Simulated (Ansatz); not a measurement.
# CdSe (F-43m) in Ansatz: further runs

One crystal, CdSe, is run at these levels: r2SCAN+D3(BJ); tasks: single point, equation of state.

Program: Ansatz 0.2.0. These are calculated values, not measurements. Logs are shortened: lines on timing, memory, paths and dates and some standing lists are left out, and cuts for length are marked.

### Step 1. The crystal as given

It takes space group F-43m (No. 216, cubic). The conventional cell has a = 6.141 Å, b = 6.141 Å, c = 6.141 Å, α = 90.00°, β = 90.00°, γ = 90.00°. Cd (site symmetry -43m) is surrounded by 4 Se at 2.66 Å. Se (site symmetry -43m) has 4 Cd at 2.66 Å as nearest neighbours.

Measurements of this composition are mostly on another form, of space group No. 186.

### Step 2. Single point, r2SCAN+D3(BJ), 27.21 Å³/atom (volume scaled by 0.94)

input.yaml

```yaml
crystal:
  lattice:
    - [0.0, 3.0075950161, 3.0075950161]
    - [3.0075950161, 0.0, 3.0075950161]
    - [3.0075950161, 3.0075950161, 0.0]
  atoms:
    - { symbol: Cd, position: [0.0, 0.0, 0.0] }
    - { symbol: Se, position: [0.25, 0.25, 0.25] }
hamiltonian:
  xc: r2scan
  pseudopotentials: { kind: paw }
  dispersion: d3bj
kpoints:
  mp_grid: { grid: [8, 8, 8] }
scf:
  occupations: { method: fermi_dirac, width: 0.05 }
output:
  forces: true
  stress: true
  eigenvalues: true
  write_density: true
  write_potential: true
  elf: true
  volumetric_format: npy
```

Potentials or basis: Ansatz PAW.

On the command line:

```bash
> ansatz run input.yaml --threads 2 --pin off --max-ram 5120MiB --backend cpu --events-out ev --progress --plain --runs-dir out
```

What it wrote:

```text
Warning: the engine holds no damping parameters fitted to this dispersion correction and functional, so the run takes those fitted to r2scan beside the three-body term, which d3bj leaves out (hamiltonian.dispersion, under Limitations)
Warning: RAYON_NUM_THREADS=2 ignored (pool sized by the plan → 2); use --threads N
Engine: ansatz 0.2.0, aarch64-unknown-linux-gnu
Pseudopotentials: kind: paw
Pseudopotential: Cd, paw, valence charge 20, recommended cutoff 500 eV (meta_gga), Cd.paw.azcp
Pseudopotential: Se, paw, valence charge 16, recommended cutoff 500 eV (meta_gga), Se.paw.azcp
Functional definition: r2SCAN
  parameter k0 = 0.174
  parameter k1 = 0.065
  parameter a1 = 4.9479
  exchange = r2scan_x(k0 = k0, k1 = k1, a1 = a1)
  correlation = r2scan_c
Crystal: 2 atoms, lattice volume = 54.411 Å³
Basis set: ecut = 500 eV, 1411 PW (Γ), exchange–correlation on 128×128×128 points (64 copies of the dense FFT grid, shifted against one another)
Bands: 22, of which v1, the nominal top of the filled ones, is band 18 counted from 1 (17 counted from 0)
Symmetry: 24 space group operations
Space group: F-43m (ITA 216), of the structure as read, at distance tolerance 3.8e-5 Å
k-points: 29 of 512 (time reversal used)
Non-local potential: Cd, projectors of the file, l = 0: 3, l = 1: 2, l = 2: 2, l = 3: 1
Non-local potential: Se, projectors of the file, l = 0: 2, l = 1: 2, l = 2: 3, l = 3: 1
PAW form: soft (Blöchl's): semilocal exchange-correlation on the pseudo side does not see the compensation charge
PAW frozen core: Cd, regenerated for the run's functional (the file was generated under x = pbe(κ = 0.804, μ = 0.2195149727645171), c = pbe(β = 0.06672455060314922))
PAW frozen core: Se, regenerated for the run's functional (the file was generated under x = pbe(κ = 0.804, μ = 0.2195149727645171), c = pbe(β = 0.06672455060314922))
PAW one-centre angular grid: Cd, 590 points (default); XC on 160 Gauss nodes
PAW one-centre angular grid: Se, 590 points (default); XC on 160 Gauss nodes
Initial density: superposition of atomic densities (neutral atoms: chi_scale 0, normalization atom), corrected by the library's trained network
Initial wavefunctions: pseudopotential atomic-orbital guess
Functional: x = r2scan, c = r2scan; τ floored in thin density (d = 2e-4 eV/Å³)
SCF iter   1: F=—  HF=-13748.111206 eV  |F-HF|=—  |Δ(HF+E_count)|=         —  Δρ=5.32e-3  dr2=9.37e-3  dr2_τ=1.57e-2  ethr=1.77e-3  ⟨swp⟩=5.9  Hψ=2778  notcnv=0
preconditioner: auto → none  [insulator: Δε(μ)=1.171 eV  Ē_g=13.012 eV  σ=0.050 eV  W_gap=1.00  n_scr=14 (ndim 8)  ℏωp=21.4 eV  f_vac=0.191  D(μ)=0.00/eV (n_scr^D=0)  ε∞_Penn≈3.7]
SCF iter   2: F=—  HF=-13748.120726 eV  |F-HF|=—  |Δ(HF+E_count)|=   9.52e-3  Δρ=2.54e-3  dr2=1.28e-3  dr2_τ=4.16e-4  ethr=2.60e-5  ⟨swp⟩=2.0  Hψ=1392  notcnv=0
SCF iter   3: F=—  HF=-13748.121550 eV  |F-HF|=—  |Δ(HF+E_count)|=   8.24e-4  Δρ=8.96e-4  dr2=2.16e-4  dr2_τ=2.41e-5  ethr=3.56e-6  ⟨swp⟩=2.8  Hψ=1181  notcnv=0
SCF iter   4: F=—  HF=-13748.121641 eV  |F-HF|=—  |Δ(HF+E_count)|=   9.15e-5  Δρ=6.14e-5  dr2=1.28e-6  dr2_τ=5.31e-8  ethr=6.00e-7  ⟨swp⟩=2.0  Hψ=1160  notcnv=0
SCF iter   5: F=—  HF=-13748.121633 eV  |F-HF|=—  |Δ(HF+E_count)|=   8.05e-6  Δρ=2.52e-5  dr2=2.06e-7  dr2_τ=1.20e-8  ethr=3.56e-9  ⟨swp⟩=2.1  Hψ=1134  notcnv=0
SCF iter   6: F=-13748.121633 eV  HF=-13748.121633 eV  |F-HF|=1.26e-8  |Δ(HF+E_count)|=   2.07e-8  Δρ=6.08e-6  dr2=3.11e-8  dr2_τ=2.28e-9  ethr=2.78e-10  ⟨swp⟩=8.1  Hψ=4128  notcnv=0
SCF 1 converged in 6 iterations: F = -13748.121633 eV  dr2 = 3.11e-8
SCF converged after 6 iterations
Free energy (F): -13748.121633 eV
Harris-Foulkes:  -13748.121633 eV  (|F-HF|=1.26e-8)
Internal energy: -13748.121633 eV  (E = F + TS)
E sigma→0 (E₀):  -13748.121633 eV
Entropy (-TS):   -0.000000 eV (-0.000 meV/atom)
Fermi energy:    8.292563 eV
--- Per-component energies (eV) ---
  E_band       = -913.296686
  E_kinetic    = 625.576782
  E_local      = -6300.998781  (includes V_loc(G=0)·N_el)
  E_nonlocal   = -560.938814
  E_hartree    = 3003.585167
  E_xc         = -267.354548
  E_vxc        = -352.666184  (∫ρ·V_xc dr)
  E_paw        = -6031.025790  (= ΣΔE_a)
  E_vpaw       = -353.979896  (= ΣTr[D̂ρ^β])
  E_aug_tail   = -0.000204  (compensation charges beyond the density's cutoff)
  E_vtau       = 22.545435  (kinetic-family band-sum trace: ∫τ·v_τ [+ j·A + Jᵃ·Aᵃ] dr)
  E_ewald      = -4214.316962
  E_disp       = -0.318941  (pairwise vdW)
  E_core_change = -2.329541  (= ΣΔE_core)
  E_smearing   = -0.000000  (= −TS)
  E_closure    = 0.000000  (closes the sum)
  Σ components = -13748.121633   (vs F -13748.121633, Δ=0.00e0)
--- Forces (eV/Å), atoms counted from 1 ---
  atom   1  Cd     0.00000000    -0.00000000     0.00000000
  atom   2  Se    -0.00000000     0.00000000    -0.00000000
  max |Σ_I F_I| component: 5.55e-17 eV/Å
--- Stress (GPa, compression-positive) ---
        2.502148       0.000000       0.000000
        0.000000       2.502148       0.000000
        0.000000       0.000000       2.502148
  P = ⅓ Tr σ = 2.5021 GPa (25.021 kbar)
--- Band table (eV; the first three rows and the last of 29) ---
  k-point 0: bands = ["-96.8002", "-56.9608", "-56.9608", "-56.9608", "-39.7560", "-39.7560", "-39.7560", "-39.7507", "-39.7507", "-5.5349", "-0.6445", "-0.6445", "-0.6445", "-0.2090", "-0.2090", "7.6713", "7.6713", "7.6713", "8.8402", "14.1612", "14.1612", "14.1612"]
  k-point 1: bands = ["-96.8001", "-56.9608", "-56.9608", "-56.9608", "-39.7560", "-39.7560", "-39.7560", "-39.7507", "-39.7507", "-5.4755", "-0.6248", "-0.6248", "-0.5905", "-0.2099", "-0.2099", "6.5219", "7.5372", "7.5372", "9.7631", "13.9192", "14.3776", "14.3776"]
  k-point 2: bands = ["-96.8001", "-56.9609", "-56.9608", "-56.9608", "-39.7560", "-39.7560", "-39.7560", "-39.7507", "-39.7507", "-5.3305", "-0.5816", "-0.5816", "-0.4058", "-0.2064", "-0.2064", "4.9519", "7.2402", "7.2402", "10.5031", "14.1410", "14.6940", "14.6940"]
  k-point 28: bands = ["-96.8001", "-56.9611", "-56.9610", "-56.9609", "-39.7561", "-39.7560", "-39.7559", "-39.7507", "-39.7507", "-4.9943", "-0.4313", "-0.4182", "-0.2476", "-0.2055", "0.3435", "3.5374", "5.2715", "5.2922", "13.1891", "13.3550", "14.8079", "15.7143"]
```

Run time: 5.6 s. Hardware: 2 threads of Arm Neoverse V1, shared host; peak memory 0.48 GiB.

Results:

| Property | Result |
| --- | --- |
| Free energy | -13748.1216 eV |
| Pressure | 2.5 GPa |
| Band gap on the k mesh | 1.17 eV, direct |

Caveat: the PAW data sets come from PBE, with cores solved anew for the run's functional, which leaves a small shift of forces and pressure; the dispersion damping was fitted for another functional or another form of the correction.

### Step 3. Single point, r2SCAN+D3(BJ), 27.78 Å³/atom (volume scaled by 0.96)

input.yaml

```yaml
crystal:
  lattice:
    - [0.0, 3.0287759606, 3.0287759606]
    - [3.0287759606, 0.0, 3.0287759606]
    - [3.0287759606, 3.0287759606, 0.0]
  atoms:
    - { symbol: Cd, position: [0.0, 0.0, 0.0] }
    - { symbol: Se, position: [0.25, 0.25, 0.25] }
hamiltonian:
  xc: r2scan
  pseudopotentials: { kind: paw }
  dispersion: d3bj
kpoints:
  mp_grid: { grid: [8, 8, 8] }
scf:
  occupations: { method: fermi_dirac, width: 0.05 }
output:
  forces: true
  stress: true
  eigenvalues: true
```

Potentials or basis: Ansatz PAW.

On the command line:

```bash
> ansatz run input.yaml --threads 2 --pin off --max-ram 5120MiB --backend cpu --events-out ev --progress --plain --runs-dir out
```

It took 4.3 s on 2 threads of Arm Neoverse V1, shared host; peak memory 0.48 GiB.

It converged, with:

```
Free energy            : -13748.1349 eV
Pressure               : 1.2 GPa
Band gap on the k mesh : 1.12 eV, direct
```

Caveat: the PAW data sets come from PBE, with cores solved anew for the run's functional, which leaves a small shift of forces and pressure; the dispersion damping was fitted for another functional or another form of the correction.

### Step 4. Single point, r2SCAN+D3(BJ), 28.36 Å³/atom (volume scaled by 0.98)

Changes to input.yaml since step 3:

```diff
@@ -2,5 +2,5 @@
   lattice:
-    - [0.0, 3.0287759606, 3.0287759606]
-    - [3.0287759606, 0.0, 3.0287759606]
-    - [3.0287759606, 3.0287759606, 0.0]
+    - [0.0, 3.0496647307, 3.0496647307]
+    - [3.0496647307, 0.0, 3.0496647307]
+    - [3.0496647307, 3.0496647307, 0.0]
   atoms:
```

On the command line:

```bash
> ansatz run input.yaml --threads 2 --pin off --max-ram 5120MiB --backend cpu --events-out ev --progress --plain --runs-dir out
```

Run time: 4.3 s. Hardware: 2 threads of Arm Neoverse V1, shared host; peak memory 0.48 GiB.

It converged, with:

```
Free energy            : -13748.1392 eV
Pressure               : 0.0 GPa
Band gap on the k mesh : 1.08 eV, direct
```

Caveat: the PAW data sets come from PBE, with cores solved anew for the run's functional, which leaves a small shift of forces and pressure; the dispersion damping was fitted for another functional or another form of the correction.

### Step 5. Single point, r2SCAN+D3(BJ), 28.94 Å³/atom

Changes to input.yaml since step 4:

```diff
@@ -2,5 +2,5 @@
   lattice:
-    - [0.0, 3.0496647307, 3.0496647307]
-    - [3.0496647307, 0.0, 3.0496647307]
-    - [3.0496647307, 3.0496647307, 0.0]
+    - [0.0, 3.0702711986, 3.0702711986]
+    - [3.0702711986, 0.0, 3.0702711986]
+    - [3.0702711986, 3.0702711986, 0.0]
   atoms:
@@ -20 +20,5 @@
   eigenvalues: true
+  write_density: true
+  write_potential: true
+  elf: true
+  volumetric_format: npy
```

On the command line:

```bash
> ansatz run input.yaml --threads 2 --pin off --max-ram 5120MiB --backend cpu --events-out ev --progress --plain --runs-dir out
```

Run time: 5.9 s. Hardware: 2 threads of Arm Neoverse V1, shared host; peak memory 0.49 GiB.

The run converged. Its results:

* Free energy: -13748.1356 eV
* Pressure: -1.0 GPa
* Band gap on the k mesh: 1.03 eV, direct

Caveat: the PAW data sets come from PBE, with cores solved anew for the run's functional, which leaves a small shift of forces and pressure; the dispersion damping was fitted for another functional or another form of the correction.

### Step 6. Single point, r2SCAN+D3(BJ), 29.52 Å³/atom (volume scaled by 1.02)

Changes to input.yaml since step 5:

```diff
@@ -2,5 +2,5 @@
   lattice:
-    - [0.0, 3.0702711986, 3.0702711986]
-    - [3.0702711986, 0.0, 3.0702711986]
-    - [3.0702711986, 3.0702711986, 0.0]
+    - [0.0, 3.090604713, 3.090604713]
+    - [3.090604713, 0.0, 3.090604713]
+    - [3.090604713, 3.090604713, 0.0]
   atoms:
```

Potentials or basis: Ansatz PAW.

On the command line:

```bash
> ansatz run input.yaml --threads 2 --pin off --max-ram 5120MiB --backend cpu --events-out ev --progress --plain --runs-dir out
```

It took 5.9 s on 2 threads of Arm Neoverse V1, shared host; peak memory 0.49 GiB.

The run converged. Its results:

```
Free energy            : -13748.1249 eV
Pressure               : -1.9 GPa
Band gap on the k mesh : 0.99 eV, direct
```

Caveat: the PAW data sets come from PBE, with cores solved anew for the run's functional, which leaves a small shift of forces and pressure; the dispersion damping was fitted for another functional or another form of the correction.

### Step 7. Single point, r2SCAN+D3(BJ), 30.10 Å³/atom (volume scaled by 1.04)

Changes to input.yaml since step 6:

```diff
@@ -2,5 +2,5 @@
   lattice:
-    - [0.0, 3.090604713, 3.090604713]
-    - [3.090604713, 0.0, 3.090604713]
-    - [3.090604713, 3.090604713, 0.0]
+    - [0.0, 3.1106741371, 3.1106741371]
+    - [3.1106741371, 0.0, 3.1106741371]
+    - [3.1106741371, 3.1106741371, 0.0]
   atoms:
```

On the command line:

```bash
> ansatz run input.yaml --threads 2 --pin off --max-ram 5120MiB --backend cpu --events-out ev --progress --plain --runs-dir out
```

Wall time 6.4 s (2 threads of Arm Neoverse V1, shared host); peak memory 0.55 GiB.

Results (log left out):

| Item | Value |
| --- | --- |
| Free energy | -13748.1078 eV |
| Pressure | -2.8 GPa |
| Band gap on the k mesh | 0.94 eV, direct |

Caveat: the PAW data sets come from PBE, with cores solved anew for the run's functional, which leaves a small shift of forces and pressure; the dispersion damping was fitted for another functional or another form of the correction.

### Step 8. Single point, r2SCAN+D3(BJ), 30.68 Å³/atom (volume scaled by 1.06)

input.yaml

```yaml
crystal:
  lattice:
    - [0.0, 3.1304878824, 3.1304878824]
    - [3.1304878824, 0.0, 3.1304878824]
    - [3.1304878824, 3.1304878824, 0.0]
  atoms:
    - { symbol: Cd, position: [0.0, 0.0, 0.0] }
    - { symbol: Se, position: [0.25, 0.25, 0.25] }
hamiltonian:
  xc: r2scan
  pseudopotentials: { kind: paw }
  dispersion: d3bj
kpoints:
  mp_grid: { grid: [8, 8, 8] }
scf:
  occupations: { method: fermi_dirac, width: 0.05 }
output:
  forces: true
  stress: true
  eigenvalues: true
```

On the command line:

```bash
> ansatz run input.yaml --threads 2 --pin off --max-ram 5120MiB --backend cpu --events-out ev --progress --plain --runs-dir out
```

Run time: 5 s. Hardware: 2 threads of Arm Neoverse V1, shared host; peak memory 0.55 GiB.

It converged, with:

| Item | Value |
| --- | --- |
| Free energy | -13748.0850 eV |
| Pressure | -3.5 GPa |
| Band gap on the k mesh | 0.90 eV, direct |

Caveat: the PAW data sets come from PBE, with cores solved anew for the run's functional, which leaves a small shift of forces and pressure; the dispersion damping was fitted for another functional or another form of the correction.

### Step 9. Equation of state, r2SCAN+D3(BJ)

Potentials or basis: Ansatz PAW.

No new run: the results of the series are fitted here.

Results:

| Property | Result |
| --- | --- |
| Equilibrium volume | 28.38 Å³/atom |
| Bulk modulus | 54 GPa |
| Pressure derivative of the bulk modulus | 4.6 |

Energy against volume, from the lowest point:
| volume (Å³/atom) | energy (meV/atom) |
| --- | --- |
| 27.206 | 8.81 |
| 27.784 | 2.17 |
| 28.363 | 0.00 |
| 28.942 | 1.81 |
| 29.521 | 7.18 |
| 30.100 | 15.73 |
| 30.679 | 27.11 |

Caveat: the PAW data sets were made with another functional, which shifts forces and pressure a little.
